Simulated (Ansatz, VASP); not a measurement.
## One calculation of HfO2, two programs

```
Hf O
1.0
     0.00000    2.54881    2.54881
     2.54881    0.00000    2.54881
     2.54881    2.54881    0.00000
Hf O
1 2
Direct
  0.00000 0.00000 0.00000
  0.25000 0.25000 0.25000
  0.75000 0.75000 0.75000
```

Alike in both runs: task relaxation of cell and atoms; functional PBE; k mesh 9 × 9 × 9; occupations fermi-dirac, width 0.02 eV; no spin polarisation.

```csv
,VASP,Ansatz
version,VASP 6.6.1,Ansatz 0.2.0
potentials or method,"VASP PAW PBE potentials, release 64 (Hf_pv, O), cutoff 600 eV","all-electron LAPW, non-relativistic"
```

Ansatz gave:

- gap on the k mesh at the Fermi level, each at its own relaxed structure (eV): 3.31
- relaxed volume (Å³/atom): 11.40
- relaxed cell length with the largest relative difference (Å): 3.644
- energy change over the relaxation (meV/atom): -9

Problem. Estimate VASP's values.

Solution. gap on the k mesh at the Fermi level, each at its own relaxed structure (eV): 3.91; relaxed volume (Å³/atom): 10.87; relaxed cell length with the largest relative difference (Å): 3.586; energy change over the relaxation (meV/atom): -2.

One of these differences is far larger than is usual between the two programs; its cause wasn't traced. Ansatz ran all-electron here, so the differences hold the error of VASP's frozen core and of both bases.

Caveats: spin-orbit coupling is left out, which moves the levels of the heavy elements; an odd mesh through Γ misses points on the zone boundary, where band edges often lie.
